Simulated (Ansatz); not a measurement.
# Effect of pressure −1 GPa on CoPt

Take CoPt (space group P4/mmm, No. 123; a = 2.695 Å, c = 3.724 Å; ferromagnetic) as the base.

The change: hydrostatic tension (pressure −1 GPa).

All numbers come from DFT with PBE, PAW potentials and a 420 eV plane-wave cutoff in Ansatz (a first-principles code), no spin-orbit coupling. k-mesh 17×17×13 (Γ-centred); smearing 0.05 eV (Fermi–Dirac).

```csv
quantity,base,changed,shift
volume per atom,13.52 Å³,13.59 Å³,+0.063 Å³
lattice parameter a,2.695 Å,2.699 Å,+0.004 Å
c/a ratio,1.382,1.382,0.000
shortest interatomic distance,2.664 Å,2.669 Å,+0.0043 Å
enthalpy H = E + PV relative to the base's energy,–,-0.08 eV/atom,–
band gap,zero,zero,–
magnetic state,ferromagnetic,ferromagnetic,–
largest site moment,1.94 μB,1.95 μB,+0.01 μB
```

Cost of the whole job for the changed cell (relaxation, final SCF and bands): about 110 core-seconds (a rough figure).

Other magnetic orders, which the real material may have, were not ruled out. Load acts through the strain it causes; cell and atoms are relaxed under it. Stability against distortions was not tested.
